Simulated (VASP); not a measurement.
Runs of VASP 6.6.1 on Er. Symmetry: Im-3m, No. 229, cubic system. The conventional cell has a = 3.956 Å, b = 3.956 Å, c = 3.956 Å, α = 90.00°, β = 90.00°, γ = 90.00°. Er (site symmetry m-3m) has 8 Er at 3.43 Å as nearest neighbours. This isn't the form of Er at room conditions, which is hcp.

```tsv
task	level	potentials or basis	spin	U	fixed moment (μB)	cell	k mesh	cutoff (eV)	smearing	monkhorst-Pack mesh	optimiser	LDAUTYPE	hund's J	k mesh for the DOS	other keys	gap on the mesh (eV)	pressure (GPa)	moment (μB)	relaxed volume (Å³/atom)
single point	PBE	VASP PAW PBE potentials, release 64 (Er)	collinear, ferromagnetic start	-	-	as given	9 × 9 × 9	500	gaussian 0.05 eV	-	-	-	-	-	-	none	(c)	(b)	-
relaxation of cell and atoms	optB86b-vdW	VASP PAW PBE potentials, release 64 (Er)	collinear, ferromagnetic start	-	4	relaxed	9 × 9 × 9	600	tetrahedron, uncorrected 0.5 eV	yes	BFGS	-	-	-	ISMEAR = -4; SIGMA = 0.5; shifted = yes	-	0.0	4.00	34.43
band structure	PBE+D3	VASP PAW PBE potentials, release 64 (Er_3), 4f in core	collinear, random start	-	-	as given	9 × 9 × 9	520	fermi-dirac 0.1 eV	yes	-	-	-	-	shifted = yes; NBANDS = 16	-	-	0.00	-
single point	PBE	VASP PAW PBE potentials, release 64 (Er)	collinear, ferromagnetic start	-	-	as given	9 × 9 × 9	520	fermi-dirac 0.05 eV	-	-	-	-	-	-	none	1.7	2.20	-
single point	RPBE	VASP PAW PBE potentials, release 64 (Er_3), 4f in core	collinear, ferromagnetic start	-	-	as given	9 × 9 × 9	600	gaussian 0.1 eV	-	-	-	-	-	-	none	2.0	0.02	-
single point	PBE	VASP PAW PBE potentials, release 64 (Er)	collinear, ferromagnetic start	-	-	cell strained at random at fixed volume	9 × 9 × 9	520	fermi-dirac 0.05 eV	-	-	-	-	-	-	none	3.2	2.43	-
relaxation of cell and atoms	PBE+D2+U	VASP PAW PBE potentials, release 64 (Er_3), 4f in core	collinear, ferromagnetic start, SOC	Er f U = 6 eV, J = 1.0 eV	-	relaxed	7 × 7 × 7	600	methfessel-paxton 0.2 eV	-	-	2	1	-	-	-	0.0	0.00	(a)
density of states	PBEsol+rVV10	VASP PAW PBE potentials, release 64 (Er_3), 4f in core	collinear, ferromagnetic start	-	-	cell strained at random at fixed volume	9 × 9 × 9	600	methfessel-paxton 0.1 eV	-	-	-	-	14 × 14 × 14	BMIX = 2	-	-	0.23	-
single point	PBEsol	VASP PAW PBE potentials, release 64 (Er)	collinear, ferromagnetic start	-	-	as given	9 × 9 × 9	520	gaussian 0.02 eV	-	-	-	-	-	-	none	0.0	2.23	-
```

Problem. Estimate the missing entries.

Solution. (a) 30.15; (b) 2.29; (c) 2.3.

Caveats: the magnetic or orbital state may not be the lowest; spin-orbit coupling is left out, which moves the levels of the heavy elements (some runs); the PAW data sets were made with another functional, which shifts forces and pressure a little (some runs); the 4f electrons are frozen in the core as for a trivalent ion, so they carry no moment and show no levels (some runs); pairwise dispersion overbinds metals, which lowers pressure and volume (some runs); the total moment is fixed, so each spin has its own Fermi level (some runs); U is put on an f shell that these potentials keep in the core, so it has next to no effect (some runs).

A k mesh can miss the band edges, and rows without SOC leave out spin-orbit coupling on Er.

A gap of «none» marks a metal or a gap under the smearing width.

The runs don't all hold the same shells in valence.
